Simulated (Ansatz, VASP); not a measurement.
Two plane-wave programs on Al3GaN4

```
Al Ga N
1.0
     4.40124    0.00000    0.00000
     0.00000    4.40124    0.00000
     0.00000    0.00000    4.40124
Al Ga N
3 1 4
Direct
  0.50000 0.50000 0.00000
  0.50000 0.00000 0.50000
  0.00000 0.50000 0.50000
  0.00000 0.00000 0.00000
  0.74446 0.74446 0.25554
  0.74446 0.25554 0.74446
  0.25554 0.74446 0.74446
  0.25554 0.25554 0.25554
```

Alike in both runs: functional r2SCAN; k mesh 6 × 6 × 6; occupations gaussian, width 0.02 eV; no spin polarisation.

Ansatz relaxed the structure, and its values are those at the end. VASP's run is a single point on that final structure, the one shown.

```csv
,VASP,Ansatz
version,VASP 6.6.1,Ansatz 0.2.0
potentials or method,"VASP PAW PBE potentials, release 64 (Al, Ga_d, N)","scalar-relativistic, plane waves, PAW"
plane-wave cutoff (eV),520,500
valence electrons in the cell,42,42
```

Ansatz gave:

```
gap on the k mesh at the Fermi level (eV) : 4.01
least direct gap on the mesh (eV)         : 4.01
pressure (GPa)                            : 0.0
rms of the force components (eV/Å)        : 0.000
```

Q: Estimate VASP's values.

A: gap on the k mesh at the Fermi level (eV): 4.00; least direct gap on the mesh (eV): 4.00; pressure (GPa): 0.0; rms of the force components (eV/Å): 0.031.

Caveats: the PAW data sets were made with another functional, which shifts forces and pressure a little (VASP). A k mesh can miss the band edges. r2SCAN opens gaps a little over a GGA but as a rule still falls short of measured ones.
